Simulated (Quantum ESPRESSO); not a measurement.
# Ru: zone-centre phonons under several settings

```xyz
2
Lattice="2.7058 0.0000 0.0000 -1.3529 2.3433 0.0000 0.0000 0.0000 4.2819" Properties=species:S:1:pos:R:3 pbc="T T T"
Ru    1.3529    0.7811    3.2114
Ru    0.0000    1.5622    1.0705
```

All runs used Quantum ESPRESSO 7.5; potentials PseudoDojo 0.4.1 SR PBEsol standard; k mesh 9 × 9 × 5; no spin polarisation; cutoff 1143 eV; occupations cold, width 0.2 eV.

```csv
level,geometry,volume (Å³/atom),pressure (GPa),lowest optical mode without the field (cm⁻¹),highest optical mode without the field (cm⁻¹)
PBEsol,relaxed at 0 GPa,13.34,0.0,187,272
PBEsol,relaxed at 5 GPa,13.15,5.0,191,282
PBEsol,relaxed at 10 GPa,?,10.0,?,?
PBEsol,relaxed at 20 GPa,12.68,19.9,200,309
```

Question: What stands in the row left open?

Answer: Volume 12.98 Å³/atom; lowest optical mode without the field 194 cm⁻¹; highest optical mode without the field 291 cm⁻¹.

Caveats: the mesh is thin for the phonons of a metal; the cell is more than 3 GPa from zero pressure, which shifts response properties (some runs).

For the row left open. Caveat: the mesh is thin for the phonons of a metal; the cell is more than 3 GPa from zero pressure, which shifts response properties.
